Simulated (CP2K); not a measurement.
The system is Sn.

```
Sn
1.0
     4.45495    0.00000    0.00000
    -3.30667    2.98538    0.00000
    -0.57414   -1.49269    4.15799
Sn
2
Cartesian
  0.0000 0.0000 0.0000
  2.2275 0.0000 2.0790
```

```yaml
Program: CP2K 2026.2
Task: relaxation of cell and atoms
Functional: LDA
Potentials_or_basis: GTH_POTENTIALS Sn GTH-PADE-q4; TZVP-MOLOPT-PBE-GTH basis
Density_cutoff: 6123 eV
k_mesh: 7 × 7 × 7
Occupations: fermi-dirac, width 0.0259 eV
Spin: no spin polarisation
```

At the start: pressure -3.3 GPa; volume 27.65 Å³/atom.

Task: Where does the relaxation end?

Result: Over 9 steps the energy falls by 20.4 meV/atom and the volume is 25.87 Å³/atom (-6.4 %); space group Fddd (No. 70, to 0.05 Å).

Step by step:
```
step  energy change (eV)  largest force (eV/Å)  volume (Å³)
   1              0.0000                0.0000        55.30
   2             -0.0026                0.0006        55.17
   3             -0.0308                0.0319        51.58
   4             -0.0326                0.0217        52.19
   5             -0.0328                0.0212        52.17
   6             -0.0400                0.0045        51.43
   7             -0.0407                0.0052        51.58
   8             -0.0408                0.0055        51.73
   9             -0.0408                0.0055        51.73
```

Final structure:
```cif
data_structure
_symmetry_space_group_name_H-M 'P 1'
_symmetry_Int_Tables_number 1
_cell_length_a 4.3784
_cell_length_b 4.3796
_cell_length_c 4.3014
_cell_angle_alpha 97.817
_cell_angle_beta 97.664
_cell_angle_gamma 137.499
_cell_volume 51.73
loop_
_atom_site_label
_atom_site_type_symbol
_atom_site_fract_x
_atom_site_fract_y
_atom_site_fract_z
_atom_site_occupancy
Sn1 Sn 0.00000 0.00000 0.00000 1
Sn2 Sn 0.75000 0.25000 0.50000 1
```

Caveat: the basis of atomic orbitals isn't converged, which shifts pressures, moduli and gaps.
